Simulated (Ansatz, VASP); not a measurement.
## One calculation of SnTe, 3 ways

The starting cell:

```
Te Sn
1.0
     0.00000    3.15085    3.15085
     3.15085    0.00000    3.15085
     3.15085    3.15085    0.00000
Te Sn
1 1
Direct
  0.50000 0.50000 0.50000
  0.00000 0.00000 0.00000
```

Alike in all runs: task relaxation of cell and atoms; functional RPBE; k mesh 7 × 7 × 7; occupations fermi-dirac, width 0.05 eV; no spin polarisation; no spin-orbit coupling.

| program and potentials | plane-wave cutoff (eV) | notes | equilibrium volume (Å³/atom) |
| --- | --- | --- | --- |
| Ansatz, Ansatz PAW | 420 | potentials made for PBE, which Ansatz adapts in part; 15 valence electrons an atom on average | 34.05 |
| VASP, PBE PAW files Sn_d, Te, 600 eV | 600 | potentials made for PBE; 10 valence electrons an atom on average | 34.01 |
| Ansatz, all-electron LAPW, scalar-relativistic | - | - | 34.04 |

The equilibrium volume spans 34.01 (VASP, PBE PAW files Sn_d, Te, 600 eV) to 34.05 Å³/atom (Ansatz, Ansatz PAW), with all-electron results at 34.04. Some sets were made for another functional than the one run, which can shift their rows. Relaxations stop with a little pressure left, so the last digit of a volume isn't settled.

Differences between rows come from potentials, basis sets and numerical settings, since the functional is the same but for its coding. Runs on potential files found faulty are left out.

The three routes agree on the volume of rocksalt SnTe to within the uncertainty of the relaxations, so their order carries no meaning. The all-electron value of 34.04 Å³/atom suggests that neither the frozen cores nor the use of PBE potentials with RPBE shifts the volume noticeably, though small errors could cancel. The insensitivity to the number of valence electrons is plausible, because the bonding rests mainly on Sn and Te 5p states, while the filled 4d shells are compact and lie well below them.

All three volumes are clearly larger than that of the starting cell and than the measured one. The shared excess points to the functional: RPBE exchange favours inhomogeneous densities more strongly than PBE, which weakens cohesion and lengthens bonds, and a soft lattice of heavy atoms yields readily to this. The close agreement therefore speaks for numerical precision, not for accuracy against experiment. Because both atoms start on inversion centres, where forces vanish by symmetry, the relaxations don't test the polar distortion known in SnTe at low temperature.
